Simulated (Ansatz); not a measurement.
# InAs: the cost of one run

Method: DFT PBEsol, scalar-relativistic, plane waves, PAW, in Ansatz 0.2.0.

The COD entry's cell or inner coordinates are ideal or old and differ from later refinements, so a difference from it is no clean test against experiment.

### 1 Starting point

Symmetry: F-43m, No. 216, cubic system. The conventional cell has a = 6.048 Å, b = 6.048 Å, c = 6.048 Å, α = 90.00°, β = 90.00°, γ = 90.00°. Around In (site symmetry -43m) lie 4 As at 2.62 Å. As (site symmetry -43m) is surrounded by 4 In at 2.62 Å.

As a file:

```xyz
2
Lattice="0.0000 3.0240 3.0240 3.0240 0.0000 3.0240 3.0240 3.0240 0.0000" Properties=species:S:1:pos:R:3 pbc="T T T"
In    0.0000    0.0000    0.0000
As    4.5360    4.5360    4.5360
```

Source of the structure: the Crystallography Open Database.

(A quick probe on a coarse mesh, which set the mesh and smearing, is not shown.)

### 3 The relaxation

input.yaml

```yaml
crystal:
  lattice:
    - [0.0, 3.024, 3.024]
    - [3.024, 0.0, 3.024]
    - [3.024, 3.024, 0.0]
  atoms:
    - { symbol: In, position: [0.0, 0.0, 0.0] }
    - { symbol: As, position: [0.75, 0.75, 0.75] }
basis:
  ecutwfc: 420
kpoints:
  mp_grid: { grid: [12, 12, 12] }
hamiltonian:
  xc: pbesol
scf:
  occupations: { method: gaussian, width: 0.1 }
output:
  forces: true
  stress: true
  eigenvalues: true
relax:
  adjacent_minimum: "off"
  f_tol: 0.005
  max_steps: 80
  cell: { stress_tol: 0.05 }
```

Run with:

```console
ansatz run input.yaml --threads 2 --pin off --max-ram 5120MiB --backend cpu --events-out ev --progress --plain --runs-dir out
```

Q: Estimate wall time and peak memory on 2 threads of Intel Xeon Platinum 8259CL at 2.50GHz (Skylake/Cascade Lake), shared host.

About 24 s, with a peak of 0.48 GiB.
